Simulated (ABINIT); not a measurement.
# HgSe (F-43m) in ABINIT: single point with PBE

Aim: the single point of HgSe with PBE.

All numbers are computed with ABINIT 10.8.3 (patched build); they aren't measurements. Logs are shortened: lines on timing, memory, paths and dates and some standing lists are left out, and cuts for length are marked. The log counts tension as positive stress, the text compression.

**1. Starting point**

The structure is cubic, space group F-43m (No. 216). Conventional cell: a = 6.078 Å, b = 6.078 Å, c = 6.078 Å, α = 90.00°, β = 90.00°, γ = 90.00°. Hg (site symmetry -43m) has 4 Se at 2.63 Å as nearest neighbours. Se (site symmetry -43m) has 4 Hg at 2.63 Å as nearest neighbours.

**2. Single point, PBE**

run.abi reads:

```
pp_dirpath "./"
pseudos "Hg.upf, Se.upf"

acell 4.2977950161 4.2977950161 4.2977950161 Angstrom
rprim
     0.0000000000     0.7071067812     0.7071067812
     0.7071067812     0.0000000000     0.7071067812
     0.7071067812     0.7071067812     0.0000000000
ntypat 2
znucl 80 34
natom 2
typat 1 2
xred
     0.0000000000     0.0000000000     0.0000000000
     0.7500000000     0.7500000000     0.7500000000

ecut 39.0

kptopt 1
ngkpt 6 6 6
nshiftk 1
shiftk 0.0 0.0 0.0

ixc 11

nband 22
occopt 3
tsmear 0.00183747

nstep 100
tolvrs 1.0e-10

iomode 3
prtwf 0
prtden 0
prteig 0
prtebands 0
enunit 2
```

Potentials or basis: PseudoDojo NC SR PBE v0.4.1 standard.

Run with:

```console
mpirun --bind-to none -np 4 abinit run.abi > log 2>&1
```

run.abo:

```text
.Version 10.8.3 of ABINIT
 Symmetries : space group F-4 3 m (#216); Bravais cF (face-center cubic)
================================================================================
 Values of the parameters that define the memory need of the present run
     intxc =       0    ionmov =       0      iscf =       7    lmnmax =       7
     lnmax =       7     mgfft =      48  mpssoang =       4    mqgrid =    3001
     natom =       2  nloc_mem =       1    nspden =       1   nspinor =       1
    nsppol =       1      nsym =      24    n1xccc =    2501    ntypat =       2
    occopt =       3   xclevel =       2
       mpw =        4428          nfft =      110592          nkpt =          16
================================================================================
================================================================================

--------------------------------------------------------------------------------
------------- Echo of variables that govern the present computation ------------
--------------------------------------------------------------------------------
 -outvars: echo values of preprocessed input variables --------
            acell      8.1216555257E+00  8.1216555257E+00  8.1216555257E+00 Bohr
              amu      2.00590000E+02  7.89600000E+01
             ecut      3.90000000E+01 Hartree
           enunit           2
              ixc          11
         kptrlatt        6    0    0      0    6    0      0    0    6
          kptrlen      4.87299332E+01
            natom           2
            nband          22
            ngfft          48      48      48
             nkpt          16
            nstep         100
             nsym          24
           ntypat           2
           occopt           3
           prtden           0
        prtebands           0
           prteig           0
            prtwf           0
            rprim      0.0000000000E+00  7.0710678120E-01  7.0710678120E-01
                       7.0710678120E-01  0.0000000000E+00  7.0710678120E-01
                       7.0710678120E-01  7.0710678120E-01  0.0000000000E+00
          spgroup         216
           tolvrs      1.00000000E-10
           tsmear      1.83747000E-03 Hartree
            typat      1  2
           xangst      0.0000000000E+00  0.0000000000E+00  0.0000000000E+00
                       4.5585000001E+00  4.5585000001E+00  4.5585000001E+00
            xcart      0.0000000000E+00  0.0000000000E+00  0.0000000000E+00
                       8.6143165452E+00  8.6143165452E+00  8.6143165452E+00
             xred      0.0000000000E+00  0.0000000000E+00  0.0000000000E+00
                       7.5000000000E-01  7.5000000000E-01  7.5000000000E-01
            znucl       80.00000   34.00000

================================================================================

 chkinp: Checking input parameters for consistency.

================================================================================
== DATASET  1 ==================================================================

--- !DatasetInfo
iteration_state: {dtset: 1, }
dimensions: {natom: 2, nkpt: 16, mband: 22, nsppol: 1, nspinor: 1, nspden: 1, mpw: 4428, }
cutoff_energies: {ecut:  39.0, pawecutdg:  -1.0, }
electrons: {nelect:   3.60000000E+01, charge:   0.00000000E+00, occopt:   3.00000000E+00, tsmear:   1.83747000E-03, }
meta: {optdriver: 0, ionmov: 0, optcell: 0, iscf: 7, paral_kgb: 0, }
...

 Exchange-correlation functional for the present dataset will be:
  GGA: Perdew-Burke-Ernzerhof functional - ixc=11
  J.P.Perdew, K.Burke, M.Ernzerhof, PRL 77, 3865 (1996)

 Real(R)+Recip(G) space primitive vectors, cartesian coordinates (Bohr,Bohr^-1):
 R(1)=  0.0000000  5.7428777  5.7428777  G(1)= -0.0870644  0.0870644  0.0870644
 R(2)=  5.7428777  0.0000000  5.7428777  G(2)=  0.0870644 -0.0870644  0.0870644
 R(3)=  5.7428777  5.7428777  0.0000000  G(3)=  0.0870644  0.0870644 -0.0870644
 Unit cell volume ucvol=  3.7880761E+02 bohr^3
 Angles (23,13,12)=  6.00000000E+01  6.00000000E+01  6.00000000E+01 degrees

 getcut: wavevector=  0.0000  0.0000  0.0000  ngfft=  48  48  48
         ecut(hartree)=     39.000   => boxcut(ratio)=   2.10232

--- Pseudopotential description ------------------------------------------------
- pspini: atom type   1  psp file is ./Hg.upf
12 -101130 3 -1 1262                          pspcod,pspxc,lmax,lloc,mmax
     nproj     2     2     2     1

- pspini: atom type   2  psp file is ./Se.upf
12 -101130 2 -1 1214                          pspcod,pspxc,lmax,lloc,mmax
     nproj     2     2     2     0

   2.16028944E+03                                ecore*ucvol(ha*bohr**3)
--------------------------------------------------------------------------------

================================================================================

--- !BeginCycle
iteration_state: {dtset: 1, }
solver: {iscf: 7, nstep: 100, nline: 4, wfoptalg: 0, }
tolerances: {tolvrs: 1.00E-10, }
...

     iter   Etot(hartree)      deltaE(h)  residm     vres2
 ETOT  1  -287.22764263597    -2.872E+02 1.410E+00 2.198E+02
 ETOT  2  -287.85827092898    -6.306E-01 2.573E-02 8.263E+01
 ETOT  3  -287.86902941987    -1.076E-02 3.345E-03 1.110E+00
 ETOT  4  -287.86907763261    -4.821E-05 5.085E-04 2.777E-01
 ETOT  5  -287.86909169588    -1.406E-05 1.015E-04 2.233E-02
 ETOT  6  -287.86909262328    -9.274E-07 9.193E-05 8.227E-04
 ETOT  7  -287.86909265917    -3.589E-08 1.819E-05 7.807E-06
 ETOT  8  -287.86909265955    -3.788E-10 1.814E-05 1.013E-06
 ETOT  9  -287.86909265961    -5.275E-11 3.524E-06 1.504E-07
 ETOT 10  -287.86909265961    -9.095E-12 3.494E-06 3.722E-09
 ETOT 11  -287.86909265961     5.116E-12 6.790E-07 2.093E-10
 ETOT 12  -287.86909265961    -3.411E-13 6.721E-07 1.255E-12

 At SCF step   12       vres2   =  1.26E-12 < tolvrs=  1.00E-10 =>converged.

 Cartesian components of stress tensor (hartree/bohr^3)
  sigma(1 1)= -1.50672217E-04  sigma(3 2)=  0.00000000E+00
  sigma(2 2)= -1.50672217E-04  sigma(3 1)=  0.00000000E+00
  sigma(3 3)= -1.50672217E-04  sigma(2 1)=  0.00000000E+00

--- !ResultsGS
iteration_state: {dtset: 1, }
comment   : Summary of ground state results
lattice_vectors:
- [  0.0000000,   5.7428777,   5.7428777, ]
- [  5.7428777,   0.0000000,   5.7428777, ]
- [  5.7428777,   5.7428777,   0.0000000, ]
lattice_lengths: [   8.12166,    8.12166,    8.12166, ]
lattice_angles: [ 60.000,  60.000,  60.000, ] # degrees, (23, 13, 12)
lattice_volume:   3.7880761E+02
convergence: {deltae: -3.411E-13, res2:  1.255E-12, residm:  6.721E-07, diffor: null, }
etotal    :  -2.87869093E+02
entropy   :   0.00000000E+00
fermie    :   1.78990812E-01
cartesian_stress_tensor: # hartree/bohr^3
- [ -1.50672217E-04,   0.00000000E+00,   0.00000000E+00, ]
- [  0.00000000E+00,  -1.50672217E-04,   0.00000000E+00, ]
- [  0.00000000E+00,   0.00000000E+00,  -1.50672217E-04, ]
pressure_GPa:   4.4329E+00
xred      :
- [  0.0000E+00,   0.0000E+00,   0.0000E+00, Hg]
- [  7.5000E-01,   7.5000E-01,   7.5000E-01, Se]
cartesian_forces: # hartree/bohr
- [ -1.46520904E-30,  -1.46520904E-30,   4.39562712E-30, ]
- [  1.46520904E-30,   1.46520904E-30,  -4.39562712E-30, ]
force_length_stats: {min:   4.85954863E-30, max:   4.85954863E-30, mean:   4.85954863E-30, }
...

 Integrated electronic density in atomic spheres:
 ------------------------------------------------
 Atom  Sphere_radius  Integrated_density
    1        2.00000         16.54181513
    2        2.00000         13.23500090
================================================================================

 ----iterations are completed or convergence reached----

 Mean square residual over all n,k,spin=   19.874E-10; max=  67.214E-08
 reduced coordinates (array xred) for    2 atoms
       0.000000000000      0.000000000000      0.000000000000
       0.750000000000      0.750000000000      0.750000000000
 rms dE/dt=  2.3800E-29; max dE/dt=  3.3658E-29; dE/dt below (all hartree)
    1       0.000000000000      0.000000000000      0.000000000000
    2       0.000000000000      0.000000000000     -0.000000000000

 cartesian coordinates (angstrom) at end:
    1      0.00000000000000     0.00000000000000     0.00000000000000
    2      4.55850000013781     4.55850000013781     4.55850000013781

 cartesian forces (hartree/bohr) at end:
    1     -0.00000000000000    -0.00000000000000     0.00000000000000
    2      0.00000000000000     0.00000000000000    -0.00000000000000
 frms,max,avg= 2.8056617E-30 4.3956271E-30   0.000E+00  0.000E+00  0.000E+00 h/b

 cartesian forces (eV/Angstrom) at end:
    1     -0.00000000000000    -0.00000000000000     0.00000000000000
    2      0.00000000000000     0.00000000000000    -0.00000000000000
 frms,max,avg= 1.4427293E-28 2.2603223E-28   0.000E+00  0.000E+00  0.000E+00 e/A
 length scales=  8.121655525720  8.121655525720  8.121655525720 bohr
              =  4.297795016100  4.297795016100  4.297795016100 angstroms
 Fermi (or HOMO) energy (hartree) =   0.17899   Average Vxc (hartree)=  -0.35471
 Eigenvalues (hartree) for nkpt=  16  k points:
 kpt#   1, nband= 22, wtk=  0.00463, kpt=  0.0000  0.0000  0.0000 (reduced coord)
  -4.03709   -2.13858   -2.13858   -2.13858   -1.57038   -1.57038   -1.57038   -1.57024
  -1.57024   -0.31770   -0.08601   -0.08601   -0.08601   -0.05853   -0.05853    0.14305
   0.17761    0.17761    0.17761    0.37964    0.37964    0.37964
      occupation numbers for kpt#   1
   2.00000    2.00000    2.00000    2.00000    2.00000    2.00000    2.00000    2.00000
   2.00000    2.00000    2.00000    2.00000    2.00000    2.00000    2.00000    2.00000
   1.35802    1.35802    1.35802    0.00000    0.00000    0.00000
 prteigrs : prtvol=0 or 1, do not print more k-points.

 Fermi (or HOMO) energy (eV) =   4.87059   Average Vxc (eV)=  -9.65211
 Eigenvalues (   eV  ) for nkpt=  16  k points:
 kpt#   1, nband= 22, wtk=  0.00463, kpt=  0.0000  0.0000  0.0000 (reduced coord)
-109.85492  -58.19370  -58.19370  -58.19370  -42.73214  -42.73214  -42.73214  -42.72831
 -42.72831   -8.64505   -2.34035   -2.34035   -2.34035   -1.59275   -1.59275    3.89252
   4.83313    4.83313    4.83313   10.33045   10.33045   10.33045
 prteigrs : prtvol=0 or 1, do not print more k-points.

--- !EnergyTerms
iteration_state     : {dtset: 1, }
comment             : Components of total free energy in Hartree
kinetic             :  1.26112941687936E+02
hartree             :  8.83686872478707E+01
xc                  : -5.18342081990332E+01
Ewald energy        : -1.53272833208426E+02
psp_core            :  5.70286701793788E+00
local_psp           : -2.55982648318698E+02
non_local_psp       : -4.69638623260396E+01
internal            : -2.87869056098453E+02
'-kT*entropy'       : -3.65611569854683E-05
total_energy        : -2.87869092659610E+02
total_energy_eV     : -7.83331706864074E+03
band_energy         : -3.73844336785969E+01
...

 Cartesian components of stress tensor (hartree/bohr^3)
  sigma(1 1)= -1.50672217E-04  sigma(3 2)=  0.00000000E+00
  sigma(2 2)= -1.50672217E-04  sigma(3 1)=  0.00000000E+00
  sigma(3 3)= -1.50672217E-04  sigma(2 1)=  0.00000000E+00

-Cartesian components of stress tensor (GPa)         [Pressure=  4.4329E+00 GPa]
- sigma(1 1)= -4.43292966E+00  sigma(3 2)=  0.00000000E+00
- sigma(2 2)= -4.43292966E+00  sigma(3 1)=  0.00000000E+00
- sigma(3 3)= -4.43292966E+00  sigma(2 1)=  0.00000000E+00

== END DATASET(S) ==============================================================
================================================================================

 -outvars: echo values of variables after computation  --------
            acell      8.1216555257E+00  8.1216555257E+00  8.1216555257E+00 Bohr
           etotal     -2.8786909266E+02
            fcart     -1.4652090409E-30 -1.4652090409E-30  4.3956271228E-30
                       1.4652090409E-30  1.4652090409E-30 -4.3956271228E-30
            rprim      0.0000000000E+00  7.0710678120E-01  7.0710678120E-01
                       7.0710678120E-01  0.0000000000E+00  7.0710678120E-01
                       7.0710678120E-01  7.0710678120E-01  0.0000000000E+00
           strten     -1.5067221670E-04 -1.5067221670E-04 -1.5067221670E-04
                       0.0000000000E+00  0.0000000000E+00  0.0000000000E+00
           xangst      0.0000000000E+00  0.0000000000E+00  0.0000000000E+00
                       4.5585000001E+00  4.5585000001E+00  4.5585000001E+00
             xred      0.0000000000E+00  0.0000000000E+00  0.0000000000E+00
                       7.5000000000E-01  7.5000000000E-01  7.5000000000E-01
 Calculation completed.
```

It took 13 s on 4 MPI ranks of AMD EPYC 9R14 (Zen 4), shared host; peak memory 0.36 GiB.

What came out:

```
Free energy                                           : -7833.3171 eV
Pressure                                              : 4.4 GPa
Band gap on the k mesh                                : none (metal or under the smearing width)
Valence electrons inside the program's atomic spheres : Hg 16.54; Se 13.23
```

Levels at points of the mesh, in eV from the Fermi level:
```csv
k point,band 15,band 16,band 17,band 18,band 19,band 20,band 21,band 22
"(0.00, 0.00, 0.00)",-6.46,-0.98,-0.04,-0.04,-0.04,5.46,5.46,5.46
"(0.50, 0.00, 0.00)",-6.14,-5.56,-1.01,-1.01,1.08,6.23,6.23,6.96
"(0.50, 0.50, 0.00)",-6.09,-5.13,-2.35,-2.35,2.75,2.96,8.42,9.83
```
